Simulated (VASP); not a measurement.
# PbSe in VASP: a PBE single point

What does VASP give for rocksalt PbSe, under +1.0 % biaxial strain in the (111) plane, free along [111], the cell held fixed? Runs: PBE. The results are then set beside those of Ansatz 0.2.0 for the same cell.

Program: VASP 6.6.1. PAW datasets, plane waves. Calculated at 0 K for a non-magnetic cell.

## (1) Starting point

The cell comes from an earlier relaxation with r2SCAN in another program, then strained, with the atoms relaxed again.

Space group R-3m (No. 166), trigonal; conventional cell a = 4.412 Å, c = 10.587 Å, 29.74 Å³ an atom. Around Pb lie 6 Se at 3.10 Å; around Se lie 6 Pb at 3.10 Å.

Coordinates:

```cif
data_structure
_symmetry_space_group_name_H-M 'P 1'
_symmetry_Int_Tables_number 1
_cell_length_a 4.3521
_cell_length_b 4.3521
_cell_length_c 4.3521
_cell_angle_alpha 60.909
_cell_angle_beta 60.909
_cell_angle_gamma 60.909
_cell_volume 59.48
loop_
_atom_site_label
_atom_site_type_symbol
_atom_site_fract_x
_atom_site_fract_y
_atom_site_fract_z
_atom_site_occupancy
Pb1 Pb 0.00000 0.00000 0.00000 1
Se1 Se 0.50000 0.50000 0.50000 1
```

## (2) PBE at this geometry

INCAR reads:

```
ENCUT = 520.000000
SIGMA = 0.020000
EDIFF = 1.00e-07
GGA = PE
PREC = Accurate
IBRION = -1
ISIF = 2
ISMEAR = -1
NBANDS = 17
NELM = 120
NSW = 0
LASPH = .TRUE.
LCHARG = .TRUE.
LELF = .TRUE.
LWAVE = .FALSE.
LREAL = .FALSE.
```

KPOINTS reads:

```
KPOINTS created by Atomic Simulation Environment
0
Gamma
8 8 8
0 0 0
```

KPOINTS_OPT reads:

```
special points
7
Reciprocal
0.0000000000 0.0000000000 0.0000000000 1
0.5000000000 0.0000000000 0.5000000000 1
0.6250000000 0.2500000000 0.6250000000 1
0.3750000000 0.3750000000 0.7500000000 1
0.5000000000 0.5000000000 0.5000000000 1
0.5000000000 0.2500000000 0.7500000000 1
0.0000000000 0.0000000000 0.5000000000 1
```

POSCAR reads:

```
Pb Se
 1.0000000000000000
    -0.0423291588000000    3.0772600829000001    3.0772600829000001
     3.0772600829000001   -0.0423291588000000    3.0772600829000001
     3.0772600829000001    3.0772600829000001   -0.0423291588000000
 Pb  Se
   1   1
Cartesian
  0.0000000000000000  0.0000000000000000  0.0000000000000000
  3.0560955034999999  3.0560955034999999  3.0560955034999999
```

Potentials: the recommended PBE PAW datasets, 20 valence electrons in the neutral cell.

Started as:

```
mpirun -np 1 vasp_std
```

Standard output, without the iteration lines:

```text
POSCAR found type information on POSCAR PbSe
 POSCAR found :  2 types and       2 ions
 LDA part: xc-table for (Slater+PW92), standard interpolation
 POSCAR, INCAR and KPOINTS ok, starting setup
 FFT: planning ... GRIDC
 FFT: planning ... GRID_SOFT
 FFT: planning ... GRID
 WAVECAR not read
 entering main loop
 Start KPOINTS_OPT (optional k-point list driver)
k-point batch [1-7\7]
```

OSZICAR:

```text
N       E                     dE             d eps       ncg     rms          rms(c)
DAV:   1     0.157440470430E+03    0.15744E+03   -0.94625E+03  2210   0.119E+03
DAV:   2     0.339188876345E+01   -0.15405E+03   -0.14911E+03  2342   0.304E+02
DAV:   3    -0.823183650181E+01   -0.11624E+02   -0.11533E+02  2884   0.902E+01
DAV:   4    -0.850147135616E+01   -0.26963E+00   -0.26944E+00  2675   0.154E+01
DAV:   5    -0.851073409190E+01   -0.92627E-02   -0.92624E-02  3262   0.278E+00    0.272E+00
DAV:   6    -0.819703232146E+01    0.31370E+00   -0.79232E-01  3316   0.585E+00    0.149E+00
DAV:   7    -0.819280622582E+01    0.42261E-02   -0.12558E-01  2664   0.166E+00    0.843E-01
DAV:   8    -0.819649076394E+01   -0.36845E-02   -0.14488E-02  2642   0.128E+00    0.189E-01
DAV:   9    -0.819590916934E+01    0.58159E-03   -0.31454E-03  3384   0.518E-01    0.578E-02
DAV:  10    -0.819599719745E+01   -0.88028E-04   -0.24059E-04  2577   0.900E-02    0.208E-02
DAV:  11    -0.819600458574E+01   -0.73883E-05   -0.57392E-05  2872   0.769E-02    0.840E-03
DAV:  12    -0.819600462229E+01   -0.36553E-07   -0.30893E-06  2760   0.119E-02    0.208E-03
DAV:  13    -0.819600465132E+01   -0.29031E-07   -0.19880E-07  2641   0.389E-03
   1 F= -.81960047E+01 E0= -.81960038E+01  d E =-.164188E-05
       N       E                     dE             ncg
DAV:   1     0.279450517726E+04   -0.34869E+04      238
DAV:   2     0.178236227779E+04   -0.10121E+04      246
DAV:   3     0.170745048291E+04   -0.74912E+02      350
DAV:   4     0.170588495631E+04   -0.15655E+01      299
DAV:   5     0.170582806220E+04   -0.56894E-01      329
DAV:   6     0.170582406081E+04   -0.40014E-02      368
DAV:   7     0.170582404132E+04   -0.19490E-04      300
DAV:   8     0.170582404080E+04   -0.51673E-06      367
DAV:   9     0.170582404080E+04   -0.27712E-08      211
```

The lines after F= are the extra pass for the points of KPOINTS_OPT, at fixed density; their E is not a total energy.

OUTCAR, selected sections:

```text
k-points           NKPTS =     65   k-points in BZ     NKDIM =     65   number of bands    NBANDS=     17

   NELECT =      20.0000    total number of electrons

   dimension x,y,z NGX =    32 NGY =   32 NGZ =   32
   dimension x,y,z NGXF=    64 NGYF=   64 NGZF=   64

  energy-cutoff  :      520.00
  volume of cell :       59.48
      direct lattice vectors                 reciprocal lattice vectors
    -0.042329159  3.077260083  3.077260083    -0.159167531  0.161387492  0.161387492
     3.077260083 -0.042329159  3.077260083     0.161387492 -0.159167531  0.161387492
     3.077260083  3.077260083 -0.042329159     0.161387492  0.161387492 -0.159167531

 k-points in reciprocal lattice and weights: KPOINTS created by Atomic Simulation Env
   0.00000000  0.00000000  0.00000000       0.002
   0.12500000  0.00000000 -0.00000000       0.012
   0.25000000  0.00000000 -0.00000000       0.012
   0.37500000  0.00000000 -0.00000000       0.012
   0.50000000  0.00000000 -0.00000000       0.006
   0.12500000  0.12500000  0.00000000       0.012
   0.25000000  0.12500000  0.00000000       0.023
   0.37500000  0.12500000 -0.00000000       0.023
[... 57 more k-points ...]

 E-fermi :   4.7777

 k-point     1 :       0.0000    0.0000    0.0000
  band No.  band energies     occupation
      1     -12.1609      2.00000
      2     -12.1607      2.00000
      3     -12.1607      2.00000
      4     -12.1517      2.00000
      5     -12.1517      2.00000
      6      -8.6662      2.00000
      7      -1.7419      2.00000
      8       2.8585      2.00000
      9       2.8585      2.00000
     10       3.0124      2.00000
     11       9.2276      0.00000
     12       9.2661      0.00000
     13       9.2661      0.00000
     14      11.1311      0.00000
     15      11.1311      0.00000
     16      11.3989      0.00000
     17      12.7982      0.00000

 k-point     2 :       0.1250    0.0000   -0.0000
  band No.  band energies     occupation
      1     -12.1620      2.00000
      2     -12.1611      2.00000
      3     -12.1571      2.00000
      4     -12.1529      2.00000
      5     -12.1495      2.00000
      6      -8.5564      2.00000
      7      -2.0920      2.00000
      8       2.9022      2.00000
      9       3.0196      2.00000
     10       3.1302      2.00000
     11       8.2484      0.00000
     12       8.6306      0.00000
     13       8.6354      0.00000
     14      11.0255      0.00000
     15      11.4523      0.00000
     16      11.6966      0.00000
     17      13.8241      0.00000

 k-point     3 :       0.2500    0.0000   -0.0000
  band No.  band energies     occupation
      1     -12.1683      2.00000
      2     -12.1650      2.00000
      3     -12.1556      2.00000
      4     -12.1458      2.00000
      5     -12.1414      2.00000
      6      -8.2566      2.00000
      7      -2.8789      2.00000
      8       3.0278      2.00000
      9       3.1307      2.00000
     10       3.6325      2.00000
     11       6.8160      0.00000
     12       7.5652      0.00000
     13       7.5978      0.00000
     14      11.2157      0.00000
     15      12.2743      0.00000
     16      12.5433      0.00000
     17      15.6282      0.00000

 k-point     4 :       0.3750    0.0000   -0.0000
  band No.  band energies     occupation
      1     -12.1754      2.00000
      2     -12.1709      2.00000
      3     -12.1552      2.00000
      4     -12.1357      2.00000
      5     -12.1323      2.00000
      6      -7.8826      2.00000
      7      -3.6582      2.00000
      8       3.1945      2.00000
      9       3.2663      2.00000
     10       4.1741      2.00000
     11       5.6839      0.00000
     12       6.7201      0.00000
     13       6.7859      0.00000
     14      12.1085      0.00000
     15      13.5128      0.00000
     16      13.8132      0.00000
     17      15.8767      0.00000

 k-point     5 :       0.5000    0.0000   -0.0000
  band No.  band energies     occupation
      1     -12.1784      2.00000
      2     -12.1735      2.00000
      3     -12.1549      2.00000
      4     -12.1315      2.00000
      5     -12.1286      2.00000
      6      -7.6918      2.00000
      7      -4.0007      2.00000
      8       3.2822      2.00000
      9       3.3380      2.00000
     10       4.6224      1.99915
     11       5.0278      0.00001
     12       6.3932      0.00000
     13       6.4745      0.00000
     14      13.1128      0.00000
     15      14.5325      0.00000
     16      14.6177      0.00000
     17      15.0893      0.00000

 k-point     6 :       0.1250    0.1250    0.0000
  band No.  band energies     occupation
      1     -12.1647      2.00000
      2     -12.1601      2.00000
      3     -12.1556      2.00000
      4     -12.1538      2.00000
      5     -12.1488      2.00000
      6      -8.5174      2.00000
      7      -2.1365      2.00000
      8       2.6421      2.00000
      9       2.7487      2.00000
     10       3.6252      2.00000
     11       7.2901      0.00000
     12       9.1219      0.00000
     13       9.1382      0.00000
     14      10.3214      0.00000
     15      12.0825      0.00000
     16      12.2357      0.00000
     17      13.2725      0.00000

 k-point     7 :       0.2500    0.1250    0.0000
  band No.  band energies     occupation
      1     -12.1741      2.00000
      2     -12.1614      2.00000
      3     -12.1559      2.00000
      4     -12.1468      2.00000
      5     -12.1422      2.00000
      6      -8.2768      2.00000
      7      -2.6609      2.00000
      8       2.5863      2.00000
      9       2.6455      2.00000
     10       3.8813      2.00000
     11       6.4095      0.00000
     12       8.4599      0.00000
     13       8.6577      0.00000
     14      10.2944      0.00000
     15      12.6200      0.00000
     16      13.1258      0.00000
     17      14.5085      0.00000

[... the tables of k-points 8 to 65 left out ...]

  Total        0.1709769      0.1709769      0.1709769      0.0850405      0.0850405      0.0850405
  in kB        4.6052824      4.6052824      4.6052824      2.2905752      2.2905752      2.2905752
  external PRESSURE =       4.6052824 kB  Pullay stress =       0.0000000 kB

 POSITION                                       TOTAL-FORCE (eV/Angst)
 -----------------------------------------------------------------------------------
      0.00000      0.00000      0.00000         0.000000     -0.000000      0.000000
      3.05610      3.05610      3.05610        -0.000000      0.000000     -0.000000
 -----------------------------------------------------------------------------------
    total drift:                                0.000000     -0.000000     -0.000000

  FREE ENERGIE OF THE ION-ELECTRON SYSTEM (eV)
  ---------------------------------------------------
  free  energy   TOTEN  =        -8.1960046513 eV

  energy  without entropy=       -8.1960030094  energy(sigma->0) =       -8.19600383
```

Hardware: 1 MPI rank of Intel Xeon Platinum 8488C, shared host.

The levels at the points of KPOINTS_OPT are read from vasprun.xml.

Levels at the named points, in eV from the top of band v (v: the last filled band by count, c: the next):

| point | v−1 | v | c | c+1 |
| --- | --- | --- | --- | --- |
| Γ | -1.76 | -1.61 | 4.61 | 4.64 |
| X | -3.07 | -2.94 | 3.85 | 5.43 |
| U | -2.58 | -2.25 | 3.33 | 3.94 |
| K | -2.58 | -2.25 | 3.33 | 3.94 |
| L | -1.38 | -0.11 | 0.29 | 1.67 |
| W | -3.95 | -0.72 | 1.91 | 4.88 |

The PBE gap is 0.29 eV and indirect ((0.00, 0.00, 0.50) to L), with 0.40 eV as the least direct one. Pressure: 0.46 GPa; the forces vanish within 0.01 eV/Å.

Axes a, b and c in the maps are those of this run's conventional cell (a, b, c = 4.412, 4.412, 10.587 Å).

Density in a lattice plane of the grid's cell (edges 4.41 and 10.59 Å, at 0.000 of the third edge), which holds Pb and Se.

Values in e/Å³, 12 rows by 6 columns:
```
 1.25  0.40  0.11  0.11  0.11  0.40
 0.05  0.06  0.14  0.25  0.14  0.06
 0.02  0.03  0.11  0.20  0.11  0.03
 0.06  0.06  0.12  0.23  0.12  0.06
 0.66  0.36  0.11  0.09  0.11  0.36
-0.29  0.78  0.15  0.04  0.15  0.78
 0.66  0.36  0.11  0.09  0.11  0.36
 0.06  0.06  0.12  0.23  0.12  0.06
 0.02  0.03  0.11  0.20  0.11  0.03
 0.05  0.06  0.14  0.25  0.14  0.06
 1.25  0.40  0.11  0.11  0.11  0.40
 8.41  2.21  0.12  0.05  0.12  2.21
```
Columns run along the first of these edges and rows up along the second, over one cell in 6 and 12 even steps from the bottom left corner. Atoms in the plane (fractional): Pb at (0.00, 0.00), Se at (1.00, 0.50).

ELF in the same plane.

Values, 12 rows by 6 columns:
```
0.48 0.38 0.21 0.45 0.21 0.38
0.08 0.10 0.52 0.71 0.52 0.10
0.02 0.05 0.20 0.29 0.20 0.05
0.25 0.11 0.20 0.30 0.20 0.11
0.85 0.77 0.21 0.17 0.21 0.77
0.41 0.84 0.52 0.05 0.52 0.84
0.85 0.77 0.21 0.17 0.21 0.77
0.25 0.11 0.20 0.30 0.20 0.11
0.02 0.05 0.20 0.29 0.20 0.05
0.08 0.10 0.52 0.71 0.52 0.10
0.48 0.38 0.21 0.45 0.21 0.38
0.82 0.41 0.20 0.05 0.20 0.41
```
Columns run along the first of these edges and rows up along the second, over one cell in 6 and 12 even steps from the bottom left corner. Atoms in the plane (fractional): Pb at (0.00, 0.00), Se at (1.00, 0.50).

Both are smooth fields of the valence electrons: close to the nuclei they are not physical.

Outside the cores ELF peaks at 0.86 in the shell around Se, 0.8 Å from Se.

## (3) Summary

| level | gap (eV) | pressure (GPa) | Ansatz: gap (eV) | Ansatz: pressure (GPa) |
| --- | --- | --- | --- | --- |
| PBE | 0.29 | 0.46 | 0.28 | 0.48 |

What this shows: Spin-orbit coupling is left out, though the cell holds Pb (Z = 82); in an element this heavy it can shift bands and gaps by tenths of an eV. The two programs agree on the gap within 0.01 eV. Each program uses its own PAW datasets and cutoff. VASP's cell holds 20 valence electrons and Ansatz's 30.
